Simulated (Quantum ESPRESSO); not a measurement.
## Ag: zone-centre phonons under several settings

```
Ag
1.0
     2.93000    0.00000    0.00000
    -1.46500    2.53745    0.00000
     0.00000    0.00000    4.79000
Ag
2
Direct
  0.66667 0.33333 0.75000
  0.33333 0.66667 0.25000
```

This isn't the form of Ag at room conditions, which is fcc.

All runs used Quantum ESPRESSO 7.5; relaxed cell; no spin polarisation; occupations cold, width 0.136 eV.

```tsv
level	potentials	k mesh (s: shifted)	cutoff (eV)	volume (Å³/atom)	pressure (GPa)	lowest optical mode without the field (cm⁻¹)	highest optical mode without the field (cm⁻¹)
PBEsol	SSSP 1.3 efficiency PBE	7 × 7 × 4	816	16.54	0.0	62	173
LDA	JTH 2.0 LDA	10 × 10 × 6	707	?	-0.1	?	?
```

Task: What stands in the row left open?

Result: Volume 16.09 Å³/atom; lowest optical mode without the field 73 cm⁻¹; highest optical mode without the field 190 cm⁻¹.

Caveats: the mesh is thin for the phonons of a metal; the potentials were made for another functional, which shifts forces and pressure (some runs).

For the row left open. Caveat: the mesh is thin for the phonons of a metal.

The runs don't all hold the same shells in valence.
